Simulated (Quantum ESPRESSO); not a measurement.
**Si: Wannier functions under several settings**

```
Si
1.0
     4.12095    0.00000    0.00000
    -2.06047    3.56885    0.00000
     0.00000    0.00000    2.65479
Si
2
Direct
  0.33333 0.66667 0.50000
  0.66667 0.33333 0.50000
```

The cell was built by a generator and needn't be a form met in nature.

All runs used Quantum ESPRESSO 7.5; potentials GBRV 1.5 LDA; k mesh 8 × 8 × 10; given cell; no spin polarisation; cutoff 612 eV; occupations fermi-dirac, width 0.05 eV.

```csv
level,start,Wannier mesh,spread a function (Å²),RMS miss of the bands (meV)
LDA,atomic projections with disentanglement,5 × 5 × 6,1.62,41
LDA,"atomic projections with disentanglement, not minimised",5 × 5 × 6,?,?
LDA,SCDM with an erfc weight,5 × 5 × 6,4.15,156
```

**Question.** What stands in the row left open?

**Answer.** Spread a function 2.60 Å²; RMS miss of the bands 73 meV.
